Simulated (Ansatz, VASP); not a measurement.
**One calculation of Mg, two programs**

Contents of INCAR:

```
SYSTEM = Mg
  PREC = Accurate
  ENCUT = 600
  EDIFF = 1E-6
  ISMEAR = 0
  SIGMA = 0.1
  LREAL = .FALSE.
  LASPH = .TRUE.
  NELM = 100
  ALGO = Normal
  ISIF = 3
  LWAVE = .FALSE.
  LCHARG = .FALSE.
  GGA = PE
  IBRION = 2
  NSW = 100
  EDIFFG = -0.005
```

Contents of KPOINTS:

```
regular mesh
0
G
  15 15 15
  0 0 0
```

File POSCAR:

```
Mg
1.0
    1.5926943142      0.9195424911      7.6998773267
   -1.5926943142      0.9195424911      7.6998773267
    0.0000000000     -1.8390849821      7.6998773267
Mg
3
Direct
    0.0000000000      0.0000000000      0.0000000000
    0.2219355900      0.2219355900      0.2219355900
    0.7780644100      0.7780644100      0.7780644100
```

Input for Ansatz:

```yaml
crystal:
  lattice:
    - [1.5926943142, 0.9195424911, 7.6998773267]
    - [-1.5926943142, 0.9195424911, 7.6998773267]
    - [0.0, -1.8390849821, 7.6998773267]
  atoms:
    - { symbol: Mg, position: [0.0, 0.0, 0.0] }
    - { symbol: Mg, position: [0.22193559, 0.22193559, 0.22193559] }
    - { symbol: Mg, position: [0.77806441, 0.77806441, 0.77806441] }
basis:
  ecutwfc: 420
kpoints:
  mp_grid: { grid: [15, 15, 15] }
hamiltonian:
  xc: pbe
scf:
  occupations: { method: gaussian, width: 0.1 }
output:
  forces: true
  stress: true
  eigenvalues: true
relax:
  adjacent_minimum: "off"
  f_tol: 0.005
  max_steps: 80
  cell: { stress_tol: 0.05 }
```

This isn't the form of Mg at room conditions, which is hcp.

Alike in both runs: task relaxation of cell and atoms; functional PBE; k mesh 15 × 15 × 15; occupations gaussian, width 0.1 eV; no spin polarisation.

|  | VASP | Ansatz |
| --- | --- | --- |
| version | VASP 6.6.1 | Ansatz 0.2.0 |
| potentials or method | VASP PAW PBE potentials, release 64 (Mg) | scalar-relativistic, plane waves, PAW |
| plane-wave cutoff (eV) | 600 | 420 |
| valence electrons in the cell | 6 | 30 |

VASP gave:

```
gap on the k mesh at the Fermi level, each at its own relaxed structure (eV) : none
relaxed volume (Å³/atom)                                                     : 22.91
relaxed cell length with the largest relative difference (Å)                 : 7.971
```

Question: Which values does Ansatz return?

Answer: gap on the k mesh at the Fermi level, each at its own relaxed structure (eV): none; relaxed volume (Å³/atom): 22.99; relaxed cell length with the largest relative difference (Å): 7.978.

A gap of «none» marks a metal or a gap that the smearing closes. The two sets of potentials don't hold the same shells in valence.
